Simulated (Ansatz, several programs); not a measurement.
A 3-atom cell of Mg2Si (Fm-3m) from a materials database, relaxed with PBE in Ansatz (plane waves, PAW): it is cubic, Fm-3m (No. 225); a = 6.364 Å in the conventional setting, 21.48 Å³ an atom. Mg has 4 Si at 2.76 Å; Si has 8 Mg at 2.76 Å. The cell was then scaled with its shape and fractional coordinates held. Spin-unpolarised throughout; all numbers are computed.

```tsv
V (Å³/atom)	E (meV/atom)
20.190	14.54
21.479	0.00
22.123	3.12
22.768	11.90
```

Problem. Pass a cubic E = c₀ + c₁u + c₂u² + c₃u³, with u = V − 21.640 Å³, through these points.

Solution. c₀ = 0.20, c₁ = +2.484, c₂ = 7.668, c₃ = -0.5973 (meV and Å³).

Problem. Where is the minimum, and what bulk modulus follows?

Solution. dE/du = 0 at u = -0.159, so V₀ = 21.48 Å³. B = V₀ d²E/dV² = 21.48 × (2c₂ + 6c₃u) = 21.48 × 15.906 = 342 meV/Å³, and 1 meV/Å³ is 0.16022 GPa: 55 GPa. A third-order Birch-Murnaghan fit to all five points gives 21.48 Å³ and 54 GPa.

Problem. Predict the energy and the pressure at the withheld volume, 20.834 Å³.

Solution. With u = -0.806: E ≈ 3.49 meV and P = −dE/dV ≈ +1.77 GPa. The run gives 3.44 meV and, from its stress, +1.76 GPa.
